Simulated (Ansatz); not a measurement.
# HfN in Ansatz: the effect of functional

Crystal: HfN.

```xyz
2
Lattice="0.0000 2.2560 2.2560 2.2560 0.0000 2.2560 2.2560 2.2560 0.0000" Properties=species:S:1:pos:R:3 pbc="T T T"
Hf    0.0000    0.0000    0.0000
N     2.2560    2.2560    2.2560
```

Alike in all runs:

| Property | Result |
| --- | --- |
| Program | Ansatz 0.2.0 |
| Task | projected density of states |
| Potentials or basis | Ansatz PAW |
| k mesh | 6 × 6 × 6 |
| Occupations | fermi-dirac, width 0.05 eV |
| Spin | no spin polarisation |

```tsv
functional	cutoff	pressure (GPa)
LDA	420 eV (not typed: the program's choice for these potentials)	-8.4
PBEsol	420 eV (not typed: the program's choice for these potentials)	-2.1
RPBE	420 eV (not typed: the program's choice for these potentials)	11.1
revPBE	420 eV (not typed: the program's choice for these potentials)	?
BLYP	420 eV (not typed: the program's choice for these potentials)	15.2
r2SCAN	500 eV (not typed: the program's choice for these potentials)	2.4
HSE06	420 eV (not typed: the program's choice for these potentials)	1.5
PBE0	420 eV (not typed: the program's choice for these potentials)	1.6
r2SCAN0	500 eV (not typed: the program's choice for these potentials)	-0.2
```

Problem. What does the run with functional revPBE give?

Solution. Pressure 9.8 GPa.

Caveats: all runs use coarse meshes; the PAW data sets come from PBE, with cores solved anew for the run's functional, which leaves a small shift of forces and pressure; the thresholds are loose for stress (some runs).

Runs at the PBE level aren't shown here.
